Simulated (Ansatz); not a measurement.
## SnO2 (P4_2/mnm), an elastic constant from a strain scan

All numbers below come from Ansatz 0.2.0, DFT r2SCAN, scalar-relativistic, plane waves, PAW. Cutoff 500 eV, Γ-centred 6×6×8 k-points, Gaussian smearing of 0.05 eV. No spin polarisation. Energies are free energies at this smearing, counted from the undisturbed cell; pressure is positive in compression.

Zero of the scan (relaxed at this level):

```yaml
crystal:
  lattice:
    - [4.76022, 0.00000, 0.00000]
    - [0.00000, 4.76022, 0.00000]
    - [0.00000, 0.00000, 3.20057]
  atoms:
    - { symbol: Sn, position: [0.00000, 0.00000, 0.00000] }
    - { symbol: Sn, position: [0.50000, 0.50000, 0.50000] }
    - { symbol: O, position: [0.30589, 0.30589, 0.00000] }
    - { symbol: O, position: [0.19411, 0.80589, 0.50000] }
    - { symbol: O, position: [0.69411, 0.69411, 0.00000] }
    - { symbol: O, position: [0.80589, 0.19411, 0.50000] }
```

The cell is strained by ε times the Voigt pattern (0, 0, 0, 0, 1, 0) (xx, yy, zz, yz, xz, xy; engineering shear) with fractional coordinates fixed. The cell holds 6 atoms in V0 = 72.52 Å³. The stress column is τ = (1/V0) dE/dε, got from the stress tensor σ (compression positive) at each point as −det(1 + εP) σ : P(1 + εP)⁻¹, with P the pattern as a tensor.

| ε | ΔE (meV/atom) | τ (GPa) |
| --- | --- | --- |
| -0.0525 | 12.222 | -6.187 |
| -0.0450 | 8.973 | -5.296 |
| -0.0375 | 6.227 | -4.408 |
| -0.0300 | 3.984 | -3.523 |
| -0.0225 | 2.241 | -2.640 |
| -0.0150 | 0.994 | -1.759 |
| -0.0075 | 0.248 | -0.879 |
| 0.0000 | 0.000 | 0.000 |
| 0.0075 | 0.248 | 0.879 |
| 0.0150 | 0.994 | 1.759 |
| 0.0225 | 2.241 | 2.640 |
| 0.0300 | 3.984 | 3.523 |
| 0.0375 | 6.227 | 4.408 |
| 0.0450 | 8.973 | 5.296 |
| 0.0525 | 12.222 | 6.187 |
| 0.0600 | ? | ? |

**Question.** Which combination of elastic constants does this scan measure, and how large is it?

**Answer.** For small ε, τ = τ0 + Kε with K = pᵀCp, which for this pattern is C55 in the Cartesian frame shown. The parabola through τ at ε = -0.0075, 0 and 0.0075 has slope K = 117 GPa at zero. The energies per cell, E = NΔE, of the same two points give K = 2[E(ε₊)/ε₊ − E(ε₋)/ε₋]/[(ε₊ − ε₋)V0] = 117 GPa, in agreement. These are clamped-ion values.

**Question.** Predict the withheld row at ε = 0.0600 from the harmonic law, and compare.

**Answer.** ΔE = V0(τ0 ε + Kε²/2)/N = 15.923 meV/atom and τ = 7.04 GPa. The calculation gives 15.974 meV/atom and 7.08 GPa, a miss of 0.3 % of the harmonic energy, so the harmonic law still holds here.

Forces appear on the atoms along this scan, and letting them relax would lower the energy and soften the response.